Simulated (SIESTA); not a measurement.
Runs of SIESTA 5.4.2 on BP. Symmetry: F-43m, No. 216, cubic system. Conventional cell: a = 4.538 Å, b = 4.538 Å, c = 4.538 Å, α = 90.00°, β = 90.00°, γ = 90.00°. P (site symmetry -43m) has 4 B at 1.97 Å as nearest neighbours. B (site symmetry -43m) has 4 P at 1.97 Å as nearest neighbours. 

```csv
level,potentials or basis,energy shift,gap on the mesh (eV),pressure (GPa)
RPBE,"PseudoDojo 0.4 standard (PBE files), DZP (energy shift 0.002 Ry)",0.002 Ry,1.36,5.4
BLYP,"PseudoDojo 0.4 standard (PBE files), DZP (energy shift 0.002 Ry)",0.002 Ry,1.55,10.8
PBE,"PseudoDojo 0.4 standard (PBE files), DZ (energy shift 0.01 Ry)",0.01 Ry,2.49,(c)
PBE,"PseudoDojo 0.4 standard (PBE files), TZP (energy shift 0.01 Ry)",0.01 Ry,(a),3.5
LDA,"PseudoDojo 0.4 standard (LDA files), DZP (energy shift 0.002 Ry)",0.002 Ry,1.24,(b)
PBE,"PseudoDojo 0.4 standard (PBE files), DZ (energy shift 0.002 Ry)",0.002 Ry,2.24,11.6
```

Alike in all rows: task band structure; no spin polarisation; cell as given; k mesh 10 × 10 × 10; smearing fermi-dirac 0.05 eV; grid cutoff 500 Ry.

Estimate the missing entries.

(a) 1.23; (b) -2.2; (c) 9.0.

Caveats: the basis of atomic orbitals isn't converged, which shifts pressures, moduli and gaps; the potentials were made for another functional, which shifts forces and pressure (some runs); the basis has no polarisation orbitals (some runs).

A k mesh can miss the band edges.
